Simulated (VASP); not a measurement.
# Gd (Im-3m) in VASP: further runs

One crystal, Gd, is run at these levels: PBE; tasks: single point.

Program: VASP 6.6.1. These are calculated values, not measurements. Logs are shortened: lines on timing, memory, paths and dates and some standing lists are left out, and cuts for length are marked.

### 1 Starting point

The structure is cubic, space group Im-3m (No. 229). The conventional cell has a = 4.050 Å, b = 4.050 Å, c = 4.050 Å, α = 90.00°, β = 90.00°, γ = 90.00°. Gd (site symmetry m-3m) is surrounded by 8 Gd at 3.51 Å.

This isn't the form of Gd at room conditions, which is hcp.

### 2 Single point, PBE, collinear spin, ferromagnetic start

Input file INCAR:

```
ADDGRID = False
ALGO = Normal
EDIFF = 1E-6
ENCUT = 450
GGA = PE
ISIF = 2
ISMEAR = 0
ISPIN = 2
LASPH = True
LCHARG = False
LMAXMIX = 6
LORBIT = 11
LREAL = False
LWAVE = False
MAGMOM = 7
NELM = 100
PREC = Accurate
SIGMA = 0.02
```

Input file KPOINTS:

```
k-points
0
Gamma
  5 5 5
```

Input file POSCAR:

```
Gd
1.0
   -2.0250000000      2.0250000000      2.0250000000
    2.0250000000     -2.0250000000      2.0250000000
    2.0250000000      2.0250000000     -2.0250000000
Gd
1
Direct
    0.0000000000      0.0000000000      0.0000000000
```

Potentials or basis: VASP PAW PBE potentials, release 64 (Gd).

The run is started by

```bash
> cat potpaw_PBE.64/Gd/POTCAR > POTCAR
> mpirun -np 1 vasp_std > vasp.out
```

OUTCAR:

```text
EDIFF = 1E-6
   ENCUT = 450
   GGA = PE
   ISIF = 2
   ISMEAR = 0
   ISPIN = 2
   LASPH = True
   LORBIT = 11
   LREAL = False
   NELM = 100
   PREC = Accurate

 Found     10 irreducible k-points:

 Following reciprocal coordinates:
            Coordinates               Weight
  0.000000  0.000000  0.000000      1.000000
  0.200000  0.000000  0.000000     12.000000
  0.400000  0.000000  0.000000     12.000000
  0.200000  0.200000  0.000000     24.000000
  0.400000  0.200000 -0.000000     24.000000
  0.200000  0.200000  0.200000      8.000000
   k-points           NKPTS =     10   k-points in BZ     NKDIM =     10   number of bands    NBANDS=     17
   number of dos      NEDOS =    301   number of ions     NIONS =      1
   total plane-waves  NPLWV =  13824
   dimension x,y,z NGX =    24 NGY =   24 NGZ =   24
   dimension x,y,z NGXF=    48 NGYF=   48 NGZF=   48
   ions per type =               1
   NGX,Y,Z   is equivalent  to a cutoff of  11.38, 11.38, 11.38 a.u.
   NGXF,Y,Z  is equivalent  to a cutoff of  22.75, 22.75, 22.75 a.u.
 SYSTEM =  unknown system
   PREC   = accura    normal or accurate (medium, high low for compatibility)
   ISTART =      0    job   : 0-new  1-cont  2-samecut
   ICHARG =      2    charge: 1-file 2-atom 10-const
   ISPIN  =      2    spin polarized calculation?
   LNONCOLLINEAR =      F non collinear calculations
   LSORBIT =      F    spin-orbit coupling
   LASPH  =      T    aspherical Exc in radial PAW
   ENCUT  =  450.0 eV  33.07 Ry    5.75 a.u.   6.07  6.07  6.07*2*pi/ulx,y,z
   NELM   =    100;   NELMIN=  2; NELMDL= -5     # of ELM steps
   EDIFF  = 0.1E-05   stopping-criterion for ELM
   LREAL  =      F    real-space projection
   EDIFFG = 0.1E-04   stopping-criterion for IOM
   NSW    =      0    number of steps for IOM
   IBRION =     -1    ionic relax: 0-MD 1-quasi-New 2-CG
   NFREE  =      0    steps in history (QN), initial steepest desc. (CG)
   ISIF   =      2    stress and relaxation
   ISYM   =      2    0-nonsym 1-usesym 2-fastsym
   POTIM  = 0.5000    time-step for ionic-motion
   TEBEG  =    0.0;   TEEND  =   0.0 temperature during run
   PSTRESS=    0.0 pullay stress
   NELECT =      18.0000    total number of electrons
   NUPDOWN=      -1.0000    fix difference up-down
   EMIN   =  10.00;   EMAX   =-10.00  energy-range for DOS
   EFERMI =   0.00;   METHOD = LEGACY
   ISMEAR =     0;   SIGMA  =   0.02  broadening in eV -4-tet -1-fermi 0-gaus
   EFERMI_NEDOS =   21; number of points for ismear=-14 and -15
   IALGO  =     38    algorithm
   IMIX   =      4    mixing-type and parameters
     AMIX     =   0.40;   BMIX     =  1.00
     AMIX_MAG =   1.60;   BMIX_MAG =  1.00
  volume/ion in A,a.u.               =      33.22       224.15
  Fermi-wavevector in a.u.,A,eV,Ry     =   1.334711  2.522238 24.238153  1.781454
  Thomas-Fermi vector in A             =   2.463472
   LORBIT       =     11    0 simple, 1 ext, 2 COOP (PROOUT), +10 PAW based schemes
   GGA     = PE    functional components
   LHFCALC =     F    Hartree Fock is set to
   AEXX    =    0.0000 exact exchange contribution
   IVDW    =     0    specifies the selected vdW correction
   LEPSILON=     F    determine dielectric tensor
   LRPA    =     F    only Hartree local field effects (RPA)
 spin polarized calculation
 Gauss-broadening in eV      SIGMA  =   0.02
  energy-cutoff  :      450.00
  volume of cell :       33.22
 maximum number of plane-waves:       730
   NGX = 13   NGY = 13   NGZ = 13

 number of electron      17.9999994 magnetization       7.8231527

 Free energy of the ion-electron system (eV)
  ---------------------------------------------------
  ext. energy  EPLUGINS =         0.00000000
  ---------------------------------------------------
  free energy    TOTEN  =       -11.62135896 eV

  energy without entropy =      -11.62058008  energy(sigma->0) =      -11.62096952

 E-fermi :   2.9865     XC(G=0):  -9.9481

 val. band max:        2.8018359085   @ k =   0.2000   0.2000   0.0000
 cond. band min:       2.9979866577   @ k =  -0.4000   0.4000   0.2000
 fundamental gap:      0.1961507492
 Fermi energy:         2.9865001635

 spin component 1

 k-point     1 :       0.0000    0.0000    0.0000
  band No.  band energies     occupation
      1     -42.4012      1.00000
      2     -19.4210      1.00000
      3     -19.4210      1.00000
      4     -19.4210      1.00000
      5      -2.1746      1.00000
      6      -2.0626      1.00000
[... 9 lines left out ...]
     16       6.4372      0.00000
     17       6.4372      0.00000

 k-point     2 :       0.2000    0.0000    0.0000
  band No.  band energies     occupation
      1     -42.3784      1.00000
      2     -19.6712      1.00000
      3     -19.5000      1.00000
      4     -19.4223      1.00000
      5      -2.0517      1.00000
      6      -2.0366      1.00000
[... 9 lines left out ...]
     16       5.9597      0.00000
     17       6.4989      0.00000

 k-point     3 :       0.4000    0.0000    0.0000
  band No.  band energies     occupation
      1     -42.3414      1.00000
      2     -20.0495      1.00000
      3     -19.6243      1.00000
      4     -19.4244      1.00000
      5      -2.0489      1.00000
      6      -2.0292      1.00000
[... 9 lines left out ...]
     16       6.9502      0.00000
     17       8.1725      0.00000

 k-point     4 :       0.2000    0.2000    0.0000
  band No.  band energies     occupation
      1     -42.3485      1.00000
      2     -19.9237      1.00000
      3     -19.6104      1.00000
      4     -19.4763      1.00000
      5      -2.0324      1.00000
      6      -2.0246      1.00000
[... 9 lines left out ...]
     16       7.0178      0.00000
     17       7.5760      0.00000

 k-point     5 :       0.4000    0.2000   -0.0000
  band No.  band energies     occupation
      1     -42.3299      1.00000
      2     -20.0280      1.00000
      3     -19.7426      1.00000
      4     -19.4914      1.00000
      5      -2.0449      1.00000
      6      -2.0302      1.00000
[... 9 lines left out ...]
     16       7.1805      0.00000
     17       9.9558      0.00000

 k-point     6 :       0.2000    0.2000    0.2000
  band No.  band energies     occupation
      1     -42.3337      1.00000
      2     -19.9406      1.00000
      3     -19.6538      1.00000
      4     -19.6538      1.00000
      5      -2.0380      1.00000
      6      -1.9930      1.00000
[... 9 lines left out ...]
     16       7.0918      0.00000
     17       9.0525      0.00000

 [... further k-points ...]

 spin component 2

 k-point     1 :       0.0000    0.0000    0.0000
  band No.  band energies     occupation
      1     -39.1136      1.00000
      2     -16.9586      1.00000
      3     -16.9586      1.00000
      4     -16.9586      1.00000
      5      -1.1458      1.00000
      6       3.2694      0.00000
[... 9 lines left out ...]
     16       7.5919      0.00000
     17       7.5919      0.00000

 k-point     2 :       0.2000    0.0000    0.0000
  band No.  band energies     occupation
      1     -39.0854      1.00000
      2     -17.2612      1.00000
      3     -17.0511      1.00000
      4     -16.9615      1.00000
      5      -0.0629      1.00000
      6       3.2257      0.00000
[... 9 lines left out ...]
     16       7.1921      0.00000
     17       7.7136      0.00000

 k-point     3 :       0.4000    0.0000    0.0000
  band No.  band energies     occupation
      1     -39.0392      1.00000
      2     -17.7118      1.00000
      3     -17.1958      1.00000
      4     -16.9662      1.00000
      5       1.4197      1.00000
      6       3.2800      0.00000
[... 9 lines left out ...]
     16       8.2519      0.00000
     17       9.7347      0.00000

 k-point     4 :       0.2000    0.2000    0.0000
  band No.  band energies     occupation
      1     -39.0481      1.00000
      2     -17.5615      1.00000
      3     -17.1844      1.00000
      4     -17.0260      1.00000
      5       1.5135      1.00000
      6       3.1492      0.00000
[... 9 lines left out ...]
     16       8.3399      0.00000
     17       9.0732      0.00000

 k-point     5 :       0.4000    0.2000   -0.0000
  band No.  band energies     occupation
      1     -39.0249      1.00000
      2     -17.6851      1.00000
      3     -17.3412      1.00000
      4     -17.0447      1.00000
      5       2.2792      1.00000
      6       3.2326      0.00000
[... 9 lines left out ...]
     16       8.5452      0.00000
     17      11.4791      0.00000

 k-point     6 :       0.2000    0.2000    0.2000
  band No.  band energies     occupation
      1     -39.0293      1.00000
      2     -17.5820      1.00000
      3     -17.2407      1.00000
      4     -17.2407      1.00000
      5       3.0851      0.00000
      6       3.2879      0.00000
[... 9 lines left out ...]
     16       8.4276      0.00000
     17      10.5532      0.00000

 [... further k-points ...]

------------------------ aborting loop because EDIFF is reached ----------------------------------------

  FORCE on cell =-STRESS in cart. coord.  units (eV):
  Direction    XX          YY          ZZ          XY          YZ          ZX
  --------------------------------------------------------------------------------------
  -------------------------------------------------------------------------------------
  Total       -0.2100389     -0.2100389     -0.2100389     -0.0000000      0.0000000     -0.0000000
  in kB      -10.1315357    -10.1315357    -10.1315357     -0.0000000      0.0000000     -0.0000000
  external PRESSURE =     -10.1315357 kB  Pullay stress =       0.0000000 kB

 VOLUME and BASIS-vectors are now :
 -----------------------------------------------------------------------------
  energy-cutoff  :      450.00
  volume of cell :       33.22
      direct lattice vectors                 reciprocal lattice vectors
    -2.025000000  2.025000000  2.025000000     0.000000000  0.246913580  0.246913580
     2.025000000 -2.025000000  2.025000000     0.246913580  0.000000000  0.246913580
     2.025000000  2.025000000 -2.025000000     0.246913580  0.246913580  0.000000000

 POSITION                                       TOTAL-FORCE (eV/Angst)
 -----------------------------------------------------------------------------------
      0.00000      0.00000      0.00000         0.000000      0.000000      0.000000
 -----------------------------------------------------------------------------------
    total drift:                                0.000000      0.000000      0.000000

  FREE ENERGIE OF THE ION-ELECTRON SYSTEM (eV)
  ---------------------------------------------------
  free  energy   TOTEN  =       -11.6213589631 eV

  energy  without entropy=      -11.6205800756  energy(sigma->0) =      -11.62096952

 total charge

# of ion       s       p       d       f       tot
--------------------------------------------------
    1        2.070   5.556   0.607   6.965  15.198

 magnetization (x)

# of ion       s       p       d       f       tot
--------------------------------------------------
    1        0.003  -0.056   0.292   6.840   7.079
```

Run time: 26 s. Hardware: 1 thread of Intel Xeon Platinum 8559C (Emerald Rapids), shared host; peak memory 0.15 GiB.

These settings aren't checked as converged: the numbers below hold their error.

What came out:

```yaml
Free_energy: -11.6214 eV
Pressure: -1.0 GPa
Band_gap_on_the_k_mesh: none (metal or under the smearing width)
Net_moment: 7.82 μB per cell
Site_moments: Gd +7.08 μB
Valence_electrons_inside_the_program's_atomic_spheres: Gd 15.20
```

Caveat: the k mesh is coarse (spacing up to 0.44 Å⁻¹), so the values aren't converged; spin-orbit coupling is left out, which moves the levels of the heavy elements.

### 3 Single point, PBE, collinear spin, ferromagnetic start

Changes to INCAR since step 2:

```diff
@@ -16,3 +16,3 @@
 NELM = 100
-PREC = Accurate
-SIGMA = 0.02
+PREC = Low
+SIGMA = 0.2
```

KPOINTS is that of step 2.

POSCAR is that of step 2.

Potentials or basis: VASP PAW PBE potentials, release 64 (Gd).

The run is started by

```bash
> cat potpaw_PBE.64/Gd/POTCAR > POTCAR
> mpirun -np 1 vasp_std > vasp.out
```

Run time: 14 s. Hardware: 1 thread of Intel Xeon Platinum 8559C (Emerald Rapids), shared host; peak memory 0.12 GiB.

The run converged, but some of its settings lie outside the range that counts as converged, so its numbers aren't taken as properties of the crystal.

Results:

```yaml
Free_energy: -11.6381 eV
Pressure: -1.0 GPa
Band_gap_on_the_k_mesh: none (metal or under the smearing width)
Net_moment: 7.76 μB per cell
Site_moments: Gd +7.05 μB
Valence_electrons_inside_the_program's_atomic_spheres: Gd 15.20
```

Caveat: the k mesh is coarse (spacing up to 0.44 Å⁻¹), so the values aren't converged; spin-orbit coupling is left out, which moves the levels of the heavy elements.

### 4 Single point, PBE, collinear spin, ferromagnetic start

Changes to INCAR since step 3:

```diff
@@ -16,3 +16,3 @@
 NELM = 100
-PREC = Low
+PREC = Normal
 SIGMA = 0.2
```

KPOINTS is that of step 3.

POSCAR is that of step 3.

The run is started by

```bash
> cat potpaw_PBE.64/Gd/POTCAR > POTCAR
> mpirun -np 1 vasp_std > vasp.out
```

Wall time 18 s (1 thread of Intel Xeon Platinum 8559C (Emerald Rapids), shared host); peak memory 0.13 GiB.

These settings aren't checked as converged: the numbers below hold their error.

What came out:

```yaml
Free_energy: -11.6361 eV
Pressure: -0.8 GPa
Band_gap_on_the_k_mesh: none (metal or under the smearing width)
Net_moment: 7.76 μB per cell
Site_moments: Gd +7.05 μB
Valence_electrons_inside_the_program's_atomic_spheres: Gd 15.20
```

Caveat: the k mesh is coarse (spacing up to 0.44 Å⁻¹), so the values aren't converged; spin-orbit coupling is left out, which moves the levels of the heavy elements.

### 5 Single point, PBE, collinear spin, ferromagnetic start

Changes to INCAR since step 4:

```diff
@@ -12,3 +12,3 @@
 LORBIT = 11
-LREAL = False
+LREAL = Auto
 LWAVE = False
@@ -16,3 +16,3 @@
 NELM = 100
-PREC = Normal
+PREC = Accurate
 SIGMA = 0.2
```

KPOINTS is that of step 4.

POSCAR is that of step 4.

Potentials or basis: VASP PAW PBE potentials, release 64 (Gd).

The run is started by

```bash
> cat potpaw_PBE.64/Gd/POTCAR > POTCAR
> mpirun -np 1 vasp_std > vasp.out
```

OUTCAR:

```text
EDIFF = 1E-6
   ENCUT = 450
   GGA = PE
   ISIF = 2
   ISMEAR = 0
   ISPIN = 2
   LASPH = True
   LORBIT = 11
   LREAL = Auto
   NELM = 100
   PREC = Accurate

 Found     10 irreducible k-points:

 Following reciprocal coordinates:
            Coordinates               Weight
  0.000000  0.000000  0.000000      1.000000
  0.200000  0.000000  0.000000     12.000000
  0.400000  0.000000  0.000000     12.000000
  0.200000  0.200000  0.000000     24.000000
  0.400000  0.200000 -0.000000     24.000000
  0.200000  0.200000  0.200000      8.000000
   k-points           NKPTS =     10   k-points in BZ     NKDIM =     10   number of bands    NBANDS=     17
   number of dos      NEDOS =    301   number of ions     NIONS =      1
   total plane-waves  NPLWV =  13824
[... 325 lines left out ...]
  Total       -0.1440468     -0.1440468     -0.1440468     -0.0000000     -0.0000000     -0.0000000
  in kB       -6.9483083     -6.9483083     -6.9483083     -0.0000000     -0.0000000     -0.0000000
  external PRESSURE =      -6.9483083 kB  Pullay stress =       0.0000000 kB

 VOLUME and BASIS-vectors are now :
 -----------------------------------------------------------------------------
  energy-cutoff  :      450.00
  volume of cell :       33.22
      direct lattice vectors                 reciprocal lattice vectors
    -2.025000000  2.025000000  2.025000000     0.000000000  0.246913580  0.246913580
     2.025000000 -2.025000000  2.025000000     0.246913580  0.000000000  0.246913580
     2.025000000  2.025000000 -2.025000000     0.246913580  0.246913580  0.000000000

 POSITION                                       TOTAL-FORCE (eV/Angst)
 -----------------------------------------------------------------------------------
      0.00000      0.00000      0.00000         0.000000      0.000000      0.000000
 -----------------------------------------------------------------------------------
    total drift:                                0.000000      0.000000      0.000000

  FREE ENERGIE OF THE ION-ELECTRON SYSTEM (eV)
  ---------------------------------------------------
  free  energy   TOTEN  =       -11.6359593195 eV

  energy  without entropy=      -11.6000142957  energy(sigma->0) =      -11.61798681

 total charge

# of ion       s       p       d       f       tot
--------------------------------------------------
    1        2.070   5.557   0.597   6.978  15.202

 magnetization (x)

# of ion       s       p       d       f       tot
--------------------------------------------------
    1        0.003  -0.056   0.277   6.824   7.048
```

stdout:

```text
POSCAR found type information on POSCAR Gd
 POSCAR found :  1 types and       1 ions
 scaLAPACK will be used
 -----------------------------------------------------------------------------
|                                                                             |
|                                                                             |
|     You have a (more or less) 'small supercell' and for smaller cells       |
|     it is recommended to use the reciprocal-space projection scheme!        |
|     The real-space optimization is not efficient for small cells and it     |
|     is also less accurate ...                                               |
|     Therefore, set LREAL=.FALSE. in the INCAR file.                         |
|                                                                             |
 -----------------------------------------------------------------------------

 LDA part: xc-table for (Slater+PW92), standard interpolation
 POSCAR, INCAR and KPOINTS ok, starting setup
 FFT: planning ... GRIDC
 FFT: planning ... GRID_SOFT
 FFT: planning ... GRID
 WAVECAR not read
 entering main loop
```

It took 32 s on 1 thread of Intel Xeon Platinum 8559C (Emerald Rapids), shared host; peak memory 0.16 GiB.

These settings aren't checked as converged: the numbers below hold their error.

Results:

| Quantity | Value |
| --- | --- |
| Free energy | -11.6360 eV |
| Pressure | -0.7 GPa |
| Band gap on the k mesh | none (metal or under the smearing width) |
| Net moment | 7.76 μB per cell |
| Site moments | Gd +7.05 μB |
| Valence electrons inside the program's atomic spheres | Gd 15.20 |

Caveat: the k mesh is coarse (spacing up to 0.44 Å⁻¹), so the values aren't converged; spin-orbit coupling is left out, which moves the levels of the heavy elements.

### 6 The reference run

An earlier run on the cell as given: functional PBE; potentials or basis VASP PAW PBE potentials, release 64 (Gd); cutoff 520 eV; k mesh 9 × 9 × 9; occupations fermi-dirac, width 0.05 eV; collinear spin, ferromagnetic start; starting moments [7.0] μB.

- Pressure: 0.0 GPa
- Band gap on the k mesh: none (metal or under the smearing width)
- Net moment: 7.60 μB per cell
- Site moments: Gd +6.99 μB
- Valence electrons inside the program's atomic spheres: Gd 15.20
